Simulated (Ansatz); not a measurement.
SnO₂ (fluorite structure)

Method: PBEsol, scalar-relativistic; no spin polarisation; PAW, 420 eV, 10×10×10 k-mesh, Gaussian smearing of 0.05 eV; code Ansatz; PAW files: Ansatz's generated set soft_2.

```
Sn O
1.0
     0.00000    2.54255    2.54255
     2.54255    0.00000    2.54255
     2.54255    2.54255    0.00000
Sn O
1 2
Direct
  0.00000 0.00000 0.00000
  0.25000 0.25000 0.25000
  0.75000 0.75000 0.75000
```

The start was a prototype's sites filled with these elements. The Crystallography Open Database lists the compound in space group P42/mnm, so this is a trial structure.

The cell is relaxed to zero pressure at this level.

The cell has space group Fm-3m (read at 0.01 Å). In it the stress is -0.11, -0.11, -0.11, 0.00, 0.00, 0.00 GPa and the largest force component 0.000 eV/Å. Each change below starts from this cell, without further relaxation. Stress is in GPa, positive in compression, in the order xx, yy, zz, yz, xz, xy; energies are counted from the cell above.

**Question.** One atom was moved along a Cartesian axis, and these forces appeared. Which atom, and about how far?
```tsv
atom	Fx (eV/Å)	Fy	Fz
Sn1	0.000	0.349	0.000
O2	0.000	0.460	0.000
O3	0.000	-0.810	0.000
```

**Answer.** Atom 3 (O) is moved by 0.08 Å along y; the energy changes by 32.2 meV per cell.

**Question.** What stress follows from an engineering strain of -2 % in xy, atoms carried along?

**Answer.** -0.02, -0.02, -0.03, 0.00, 0.00, 0.40 GPa; the energy changes by 0.8 meV per cell.
| atom | Fx (eV/Å) | Fy | Fz |
| --- | --- | --- | --- |
| Sn1 | 0.000 | 0.000 | 0.000 |
| O2 | 0.000 | 0.000 | 0.053 |
| O3 | 0.000 | 0.000 | -0.053 |
The change of the stress over the strain gives a clamped-atom stiffness of about 20 GPa for this component.
